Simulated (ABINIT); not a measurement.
**BeS (F-43m): G0W0 in ABINIT against the k mesh**

Aim: move the k mesh of a G0W0 run on BeS (F-43m) over a wide range.

Calculated with ABINIT 10.8.3; PBE and many-body steps on it, plane waves.

The database entry behind the starting cell differs from later determinations by our own check (0.1 to 0.3 % short, probably kX units), so it need not match the best structure at ambient conditions.

### Step 1. The starting structure

The structure is cubic, space group F-43m (No. 216). Conventional cell: a = 4.850 Å, b = 4.850 Å, c = 4.850 Å, α = 90.00°, β = 90.00°, γ = 90.00°. Be has 4 S at 2.10 Å nearest. Nearest to S lie 4 Be at 2.10 Å. Farther neighbours and most contacts between anions are not listed.

The cell and positions come from the Crystallography Open Database and are kept as given unless a step says otherwise.

### Step 2. Empty states on the mesh, 4×4×4 mesh, 98 bands

This step: ABINIT 10.8.3; DFT, PBE, plane waves, norm-conserving pseudopotentials.

The sums over transitions need many empty states on a uniform mesh; this step solves for them.

run.abi reads:

```
acell 3*1.0 Angstrom
rprim 
  0.000000000000 2.425000000000 2.425000000000
  2.425000000000 -0.000000000000 2.425000000000
  2.425000000000 2.425000000000 -0.000000000000
ntypat 2
znucl 4 16
natom 2
typat 1 2
xred 
  0.000000000000 0.000000000000 0.000000000000
  0.250000000000 0.250000000000 0.250000000000
pp_dirpath "pseudos"
pseudos "Be.upf, S.upf"
ecut 38
ngkpt 4 4 4
nshiftk 1
shiftk 0 0 0
kptopt 1
chksymbreak 0
irdden 1
istwfk *1
nband 98
prtvol 0
optdriver 6
gwr_task "HDIAGO"
paral_kgb 0
occopt 1
indata_prefix "in"
outdata_prefix "out"
tmpdata_prefix "tmp"
```

Launch:

```
$ OMP_NUM_THREADS=1 mpirun -n 4 abinit run.abi > log
```

Numbers of over 12 decimals in the logs are rounded to 6 here.

What it wrote:

```text
.Version 10.8.3 of ABINIT. v10.8.2 released Aug 2026.

 Symmetries : space group F-4 3 m (#216); Bravais cF (face-center cubic)
[... echo of the input left out ...]
== DATASET  1 ==================================================================
-   mpi_nproc: 4, omp_nthreads: 1 (-1 if OMP is not activated)

--- !DatasetInfo
iteration_state: {dtset: 1, }
dimensions: {natom: 2, nkpt: 8, mband: 98, nsppol: 1, nspinor: 1, nspden: 1, mpw: 2180, }
cutoff_energies: {ecut:  38.0, pawecutdg:  -1.0, }
[...]
Indirect band gap semiconductor
 Fundamental gap:     3.113 (eV)
   VBM:     3.822 (eV) at k: [ 0.0000E+00,  0.0000E+00,  0.0000E+00]
   CBM:     6.935 (eV) at k: [ 5.0000E-01,  5.0000E-01,  0.0000E+00]
 Direct gap:         5.664 (eV) at k: [ 0.0000E+00,  0.0000E+00,  0.0000E+00]

== END DATASET(S) ==============================================================
================================================================================

 -outvars: echo values of variables after computation  --------
           etotal      0.0000000000E+00
            nband          98
             nkpt           8
          spgroup         216
 [... the other variables as echoed above ...]

 Calculation completed.
```

It took 18 s on 4 MPI ranks of Arm Neoverse V1, shared host; peak memory 1.2 GiB; 72 s of CPU time.

Numbers from this step:

* gap: 3.113 eV
* k of the valence top: 0, 0, 0
* k of the conduction bottom: 0.5, 0.5, 0
* least direct gap: 5.664 eV
* k points computed: 8
* lowest point of the top converged band, above the valence top: 105.8293 eV

On this mesh the gap is 3.113 eV.

The density comes from a self-consistent run that is not shown.

### Step 3. Empty states on the mesh, 2×2×2 mesh, 30 bands

Edit run.abi of step 2 so:

```diff
@@ -15,3 +15,3 @@
 ecut 38
-ngkpt 4 4 4
+ngkpt 2 2 2
 nshiftk 1
@@ -20,10 +20,10 @@
 chksymbreak 0
+iscf -2
 irdden 1
 istwfk *1
-nband 98
+nband 30
+nbdbuf 4
+tolwfr 1e-09
+nstep 60
 prtvol 0
-optdriver 6
-gwr_task "HDIAGO"
-paral_kgb 0
-occopt 1
 indata_prefix "in"
```

What it wrote:

```text
.Version 10.8.3 of ABINIT. v10.8.2 released Aug 2026.

 Symmetries : space group F-4 3 m (#216); Bravais cF (face-center cubic)
[... echo of the input left out ...]
== DATASET  1 ==================================================================
-   mpi_nproc: 4, omp_nthreads: 1 (-1 if OMP is not activated)
-    --> not optimal distribution: autoparal keyword recommended in input file <--

--- !DatasetInfo
iteration_state: {dtset: 1, }
dimensions: {natom: 2, nkpt: 3, mband: 30, nsppol: 1, nspinor: 1, nspden: 1, mpw: 2164, }
cutoff_energies: {ecut:  38.0, pawecutdg:  -1.0, }
[...]
0.35691    0.60540    0.60540    0.68921    0.74886    0.74886    0.74886    0.93957
   1.18935    1.18935    1.18935    1.36106    1.36106    1.36106    1.40327    1.40327
   1.62066    1.62066    1.62066    1.95955    1.96542    1.96900
 prteigrs : prtvol=0 or 1, do not print more k-points.

== END DATASET(S) ==============================================================
================================================================================

 -outvars: echo values of variables after computation  --------
            nband          30
             nkpt           3
          spgroup         216
 [... the other variables as echoed above ...]

 Calculation completed.
```

The job ended after 2.5 s (4 MPI ranks; peak memory 0.07 GiB).

Numbers from this step:

| Item | Value |
| --- | --- |
| gap | 3.114 eV |
| k of the valence top | 0, 0, 0 |
| k of the conduction bottom | 0.5, 0.5, 0 |
| least direct gap | 5.664 eV |
| k points computed | 3 |
| lowest point of the top converged band, above the valence top | 37.24 eV |

On this mesh the gap is 3.114 eV.

### Step 4. Empty states on the mesh, 6×6×6 mesh, 30 bands

Edit run.abi of step 3 so:

```diff
@@ -15,3 +15,3 @@
 ecut 38
-ngkpt 2 2 2
+ngkpt 6 6 6
 nshiftk 1
```

What it wrote:

```text
.Version 10.8.3 of ABINIT. v10.8.2 released Aug 2026.

 Symmetries : space group F-4 3 m (#216); Bravais cF (face-center cubic)
[... echo of the input left out ...]
== DATASET  1 ==================================================================
-   mpi_nproc: 4, omp_nthreads: 1 (-1 if OMP is not activated)

--- !DatasetInfo
iteration_state: {dtset: 1, }
dimensions: {natom: 2, nkpt: 16, mband: 30, nsppol: 1, nspinor: 1, nspden: 1, mpw: 2176, }
cutoff_energies: {ecut:  38.0, pawecutdg:  -1.0, }
[...]
0.35691    0.60540    0.60540    0.68921    0.74886    0.74886    0.74886    0.93957
   1.18935    1.18935    1.18935    1.36106    1.36106    1.36106    1.40327    1.40327
   1.62066    1.62066    1.62066    1.95955    1.96542    1.96900
 prteigrs : prtvol=0 or 1, do not print more k-points.

== END DATASET(S) ==============================================================
================================================================================

 -outvars: echo values of variables after computation  --------
            nband          30
             nkpt          16
          spgroup         216
 [... the other variables as echoed above ...]

 Calculation completed.
```

Run time: 5.1 s. Hardware: 4 MPI ranks; peak memory 0.25 GiB.

Numbers from this step:

```
gap                                                           : 3.114 eV
k of the valence top                                          : 0, 0, 0
k of the conduction bottom                                    : 0.5, 0.5, 0
least direct gap                                              : 5.664 eV
k points computed                                             : 16
lowest point of the top converged band, above the valence top : 37.03 eV
```

On this mesh the gap is 3.114 eV.

### Step 5. Screening, 2×2×2 mesh, 26 bands, screening to 130.6 eV

The RPA dielectric matrix is built and inverted for each q.

This step: RPA screening on PBE, plane waves, norm-conserving pseudopotentials.

Edit run.abi of step 4 so:

```diff
@@ -15,3 +15,3 @@
 ecut 38
-ngkpt 6 6 6
+ngkpt 2 2 2
 nshiftk 1
@@ -20,10 +20,11 @@
 chksymbreak 0
-iscf -2
-irdden 1
 istwfk *1
-nband 30
-nbdbuf 4
-tolwfr 1e-09
-nstep 60
-prtvol 0
+occopt 1
+irdwfk 1
+optdriver 3
+nband 26
+ecuteps 4.8
+inclvkb 2
+awtr 1
+symchi 1
 indata_prefix "in"
```

What it wrote:

```text
.Version 10.8.3 of ABINIT. v10.8.2 released Aug 2026.

 Symmetries : space group F-4 3 m (#216); Bravais cF (face-center cubic)
[... echo of the input left out ...]
== DATASET  1 ==================================================================
-   mpi_nproc: 4, omp_nthreads: 1 (-1 if OMP is not activated)

--- !DatasetInfo
iteration_state: {dtset: 1, }
dimensions: {natom: 2, nkpt: 3, mband: 26, nsppol: 1, nspinor: 1, nspden: 1, mpw: 2164, }
cutoff_energies: {ecut:  38.0, pawecutdg:  -1.0, }
electrons: {nelect:   1.00000000E+01, charge:   0.00000000E+00, occopt:   1.00000000E+00, tsmear:   1.00000000E-02, }

 SCREENING: Calculation of the susceptibility and dielectric matrices

 Based on a program developped by R.W. Godby, V. Olevano, G. Onida, and L. Reining.
 Incorporated in ABINIT by V. Olevano, G.-M. Rignanese, and M. Torrent.
.Using double precision arithmetic ; gwpc =  8

[... cell and pseudopotentials left out ...]
--------------------------------------------------------------------------------

 ==== K-mesh for the wavefunctions ====
 Number of points in the irreducible wedge :     3
[... list of points left out ...]
 Together with 24 symmetry operations and time-reversal symmetry
 yields     8 points in the full Brillouin Zone.

 ==== Q-mesh for the screening function ====
 Number of points in the irreducible wedge :     3
[... list of points left out ...]
 Together with 24 symmetry operations and time-reversal symmetry
 yields     8 points in the full Brillouin Zone.

 setmesh: FFT mesh size selected  =    25x   25x   25
          total number of points  =        15625

 vcoul_init : cutoff-mode = AUXILIARY_FUNCTION
 q-points for optical limit:   1
     1)      0.000010    0.000020    0.000030

- screening: taking advantage of time-reversal symmetry
- Maximum band index for partially occupied states nbvw = 5
- Remaining bands to be divided among processors   nbcw = 21
- Number of bands treated by each node ~5

 Number of electrons calculated from density =   10.0000; Expected =   10.0000
 average of density, n =  0.051956
 r_s =    1.6625
 omega_plasma =   21.9874 [eV]

 calculating chi0 at frequencies [eV] :
  1    0.000000E+00    0.000000E+00
  2    0.000000E+00    2.198744E+01

--------------------------------------------------------------------------------
  q-point number  1        q = ( 0.000000, 0.000000, 0.000000) [r.l.u.]
--------------------------------------------------------------------------------
[... chi0 elements left out ...]
 For q-point:  0.000010 0.000020 0.000030
  dielectric constant =   9.7849
  dielectric constant without local fields =  11.4582

  Average fulfillment of the sum rule on Im[epsilon] for q-point    1 :     45.80  [%]
[... wings left out ...]
  q-point number  2        q = ( 0.500000, 0.000000, 0.000000) [r.l.u.]
--------------------------------------------------------------------------------
[... chi0 elements left out ...]
  Average fulfillment of the sum rule on Im[epsilon] for q-point    2 :     60.43  [%]

 [... 1 further q-points ...]
```

Elapsed: 1.9 s, on 4 MPI ranks; peak memory 0.08 GiB.

This step gave:

```
ε∞ with local fields, on this mesh, along the program's q direction : 9.785
the same without local fields                                       : 11.46
plasma frequency                                                    : 21.99 eV
plane waves in the screening matrix                                 : 113
```

Local fields lower ε∞ by 15 %. On a Γ-centred mesh this coarse the value itself is usually too large, while a short band sum pulls it down.

### Step 6. 2×2×2

This step: G0W0 on PBE, plane waves, norm-conserving pseudopotentials.

Edit run.abi of step 5 so:

```diff
@@ -23,8 +23,17 @@
 irdwfk 1
-optdriver 3
+optdriver 4
 nband 26
+gwcalctyp 0
+ecutsigx 38
+symsigma 1
+nkptgw 2
+kptgw 
+  0.0000000000 0.0000000000 0.0000000000
+  0.5000000000 0.5000000000 0.0000000000
+bdgw 
+  3 8
+  4 7
 ecuteps 4.8
-inclvkb 2
-awtr 1
-symchi 1
+irdscr 1
+ppmodel 1
 indata_prefix "in"
```

What it wrote:

```text
.Version 10.8.3 of ABINIT. v10.8.2 released Aug 2026.

 Symmetries : space group F-4 3 m (#216); Bravais cF (face-center cubic)
[... echo of the input left out ...]
== DATASET  1 ==================================================================
-   mpi_nproc: 4, omp_nthreads: 1 (-1 if OMP is not activated)

--- !DatasetInfo
iteration_state: {dtset: 1, }
dimensions: {natom: 2, nkpt: 3, mband: 26, nsppol: 1, nspinor: 1, nspden: 1, mpw: 2164, }
cutoff_energies: {ecut:  38.0, pawecutdg:  -1.0, }
electrons: {nelect:   1.00000000E+01, charge:   0.00000000E+00, occopt:   1.00000000E+00, tsmear:   1.00000000E-02, }

 SIGMA: Calculation of the GW corrections

 Based on a program developped by R.W. Godby, V. Olevano, G. Onida, and L. Reining.
 Incorporated in ABINIT by V. Olevano, G.-M. Rignanese, and M. Torrent.
.Using double precision arithmetic ; gwpc =  8

[... cell and pseudopotentials left out ...]
--------------------------------------------------------------------------------

 ==== K-mesh for the wavefunctions ====
 Number of points in the irreducible wedge :     3
[... list of points left out ...]
 Together with 24 symmetry operations and time-reversal symmetry
 yields     8 points in the full Brillouin Zone.

 ==== Q-mesh for screening function ====
 Number of points in the irreducible wedge :     3
[... list of points left out ...]
 Together with 24 symmetry operations and time-reversal symmetry
 yields     8 points in the full Brillouin Zone.

 vcoul_init : cutoff-mode = AUXILIARY_FUNCTION
 q-points for optical limit:   1
     1)      0.000010    0.000020    0.000030
 setmesh: FFT mesh size selected  =    36x   36x   36
          total number of points  =        46656

 Number of electrons calculated from density =   10.0000; Expected =   10.0000
 average of density, n =  0.051956
 r_s =    1.6625
 omega_plasma =   21.9874 [eV]

 === KS Band Gaps ===
  >>>> For spin  1
   Minimum direct gap =   5.6639 [eV], located at k-point      :   0.0000  0.0000  0.0000
   Fundamental gap    =   3.1135 [eV], Top of valence bands at :   0.0000  0.0000  0.0000
                                       Bottom of conduction at :   0.5000  0.5000  0.0000
 SIGMA fundamental parameters:
 PLASMON POLE MODEL  1
 number of plane-waves for SigmaX                 2109
 number of plane-waves for SigmaC and W            113
 number of plane-waves for wavefunctions          2109
 number of bands                                    26
 number of independent spin polarizations            1
 number of spinorial components                      1
 number of k-points in IBZ                           3
 number of q-points in IBZ                           3
 number of symmetry operations                      24
 number of k-points in BZ                            8
 number of q-points in BZ                            8
 number of frequencies for dSigma/dE                 9
 frequency step for dSigma/dE [eV]                0.25
 number of omega for Sigma on real axis              0
 max omega for Sigma on real axis  [eV]           0.00
 zcut for avoiding poles [eV]                     0.10

 EPSILON^-1 parameters (SCR file):
 dimension of the eps^-1 matrix on file            113
 dimension of the eps^-1 matrix used               113
 number of plane-waves for wavefunctions          2109
 number of bands                                    26
 number of q-points in IBZ                           3
 number of frequencies                               2
 number of real frequencies                          1
 number of imag frequencies                          1

 matrix elements of self-energy operator (all in [eV])

 Perturbative Calculation

--- !SelfEnergy_ee
iteration_state: {dtset: 1, }
kpoint     : [   0.000,    0.000,    0.000, ]
spin       : 1
KS_gap     :    5.664
QP_gap     :    7.345
Delta_QP_KS:    1.681
data: !SigmaeeData |
     Band     E0 <VxcDFT>   SigX SigC(E0)      Z dSigC/dE  Sig(E)    E-E0       E
        3   3.822 -13.839 -16.839   2.771   0.808  -0.238 -14.024  -0.185   3.637
        4   3.822 -13.839 -16.839   2.771   0.808  -0.238 -14.024  -0.185   3.637
        5   3.822 -13.839 -16.839   2.771   0.808  -0.238 -14.024  -0.185   3.637
        6   9.486 -10.968  -5.206  -3.951   0.826  -0.210  -9.472   1.497  10.982
        7   9.486 -10.968  -5.206  -3.951   0.826  -0.210  -9.472   1.497  10.982
        8   9.486 -10.968  -5.206  -3.951   0.826  -0.210  -9.472   1.497  10.982

--- !SelfEnergy_ee
iteration_state: {dtset: 1, }
kpoint     : [   0.500,    0.500,    0.000, ]
spin       : 1
KS_gap     :    5.752
QP_gap     :    6.992
Delta_QP_KS:    1.240
data: !SigmaeeData |
     Band     E0 <VxcDFT>   SigX SigC(E0)      Z dSigC/dE  Sig(E)    E-E0       E
        4   1.183 -12.627 -15.983   2.893   0.808  -0.237 -13.001  -0.374   0.810
        5   1.183 -12.627 -15.983   2.893   0.808  -0.237 -13.001  -0.374   0.810
        6   6.935  -9.106  -4.276  -3.792   0.835  -0.197  -8.239   0.867   7.802
        7   8.740 -10.359  -5.092  -3.800   0.832  -0.202  -9.138   1.221   9.961

== END DATASET(S) ==============================================================
================================================================================

 -outvars: echo values of variables after computation  --------
           etotal      0.0000000000E+00
            nband          26
             nkpt           3
          spgroup         216
 [... the other variables as echoed above ...]

 Calculation completed.
```

Run time: 2.1 s. Hardware: 4 MPI ranks; peak memory 0.09 GiB.

This step gave:

| Item | Value |
| --- | --- |
| G0W0 gap on the points computed | 4.165 eV |
| starting gap on the mesh | 3.114 eV |
| k of the valence top | 0, 0, 0 |
| k of the conduction bottom | 0.5, 0.5, 0 |
| Z at the valence top | 0.808 |
| Z at the conduction bottom | 0.835 |
| least direct G0W0 gap on the computed points | 6.992 eV |

### Step 7. Screening, 4×4×4 mesh, 26 bands, screening to 130.6 eV

This step: RPA screening on PBE, plane waves, norm-conserving pseudopotentials.

Edit run.abi of step 6 so:

```diff
@@ -15,3 +15,3 @@
 ecut 38
-ngkpt 2 2 2
+ngkpt 4 4 4
 nshiftk 1
@@ -23,17 +23,8 @@
 irdwfk 1
-optdriver 4
+optdriver 3
 nband 26
-gwcalctyp 0
-ecutsigx 38
-symsigma 1
-nkptgw 2
-kptgw 
-  0.0000000000 0.0000000000 0.0000000000
-  0.5000000000 0.5000000000 0.0000000000
-bdgw 
-  3 8
-  4 7
 ecuteps 4.8
-irdscr 1
-ppmodel 1
+inclvkb 2
+awtr 1
+symchi 1
 indata_prefix "in"
```

What it wrote:

```text
.Version 10.8.3 of ABINIT. v10.8.2 released Aug 2026.

 Symmetries : space group F-4 3 m (#216); Bravais cF (face-center cubic)
[... echo of the input left out ...]
== DATASET  1 ==================================================================
-   mpi_nproc: 4, omp_nthreads: 1 (-1 if OMP is not activated)

--- !DatasetInfo
iteration_state: {dtset: 1, }
dimensions: {natom: 2, nkpt: 8, mband: 26, nsppol: 1, nspinor: 1, nspden: 1, mpw: 2180, }
cutoff_energies: {ecut:  38.0, pawecutdg:  -1.0, }
electrons: {nelect:   1.00000000E+01, charge:   0.00000000E+00, occopt:   1.00000000E+00, tsmear:   1.00000000E-02, }

 SCREENING: Calculation of the susceptibility and dielectric matrices

 Based on a program developped by R.W. Godby, V. Olevano, G. Onida, and L. Reining.
 Incorporated in ABINIT by V. Olevano, G.-M. Rignanese, and M. Torrent.
.Using double precision arithmetic ; gwpc =  8

[... cell and pseudopotentials left out ...]
--------------------------------------------------------------------------------

 ==== K-mesh for the wavefunctions ====
 Number of points in the irreducible wedge :     8
[... list of points left out ...]
 Together with 24 symmetry operations and time-reversal symmetry
 yields    64 points in the full Brillouin Zone.

 ==== Q-mesh for the screening function ====
 Number of points in the irreducible wedge :     8
[... list of points left out ...]
 Together with 24 symmetry operations and time-reversal symmetry
 yields    64 points in the full Brillouin Zone.

 setmesh: FFT mesh size selected  =    25x   25x   25
          total number of points  =        15625

 vcoul_init : cutoff-mode = AUXILIARY_FUNCTION
 q-points for optical limit:   1
     1)      0.000010    0.000020    0.000030

- screening: taking advantage of time-reversal symmetry
- Maximum band index for partially occupied states nbvw = 5
- Remaining bands to be divided among processors   nbcw = 21
- Number of bands treated by each node ~5

 Number of electrons calculated from density =   10.0000; Expected =   10.0000
 average of density, n =  0.051956
 r_s =    1.6625
 omega_plasma =   21.9874 [eV]

 calculating chi0 at frequencies [eV] :
  1    0.000000E+00    0.000000E+00
  2    0.000000E+00    2.198744E+01

--------------------------------------------------------------------------------
  q-point number  1        q = ( 0.000000, 0.000000, 0.000000) [r.l.u.]
--------------------------------------------------------------------------------
[... chi0 elements left out ...]
 For q-point:  0.000010 0.000020 0.000030
  dielectric constant =   5.7326
  dielectric constant without local fields =   6.6407

  Average fulfillment of the sum rule on Im[epsilon] for q-point    1 :     47.34  [%]
[... wings left out ...]
  q-point number  2        q = ( 0.250000, 0.000000, 0.000000) [r.l.u.]
--------------------------------------------------------------------------------
[... chi0 elements left out ...]
  Average fulfillment of the sum rule on Im[epsilon] for q-point    2 :     68.97  [%]

 [... 6 further q-points ...]
```

It took 3.2 s on 4 MPI ranks; peak memory 0.36 GiB; 12 s of CPU time.

This step gave:

| Item | Value |
| --- | --- |
| ε∞ with local fields, on this mesh, along the program's q direction | 5.733 |
| the same without local fields | 6.641 |
| plasma frequency | 21.99 eV |
| plane waves in the screening matrix | 113 |

(Part 1 of 2 ends here.)

[Paths, hosts, dates, memory and timing lines, banners, echoed tables and standing remarks are left out of the program output.]

[Logs are printed without paths, hosts, clocks, repeated set-up lines and the standing remarks that a program may print on its own settings, such as how far it seeks lower states.]

[Runs of the session that timed out or met a known fault of the program may be left out.]

[Hosts, paths, dates, database ids (printed as entryN), source tags and the programs' standing remarks are cut or masked in the printed files.]

[G0W0 gaps are taken among the corrected bands and points alone; a level outside them can change the order at an edge.]

[Where Ansatz stands beside ABINIT at settings called matched, ABINIT's density can come from a denser mesh and the files from another edition; pairs whose starting gaps differed by over 0.03 eV were left out, so agreement reads better than it is.]
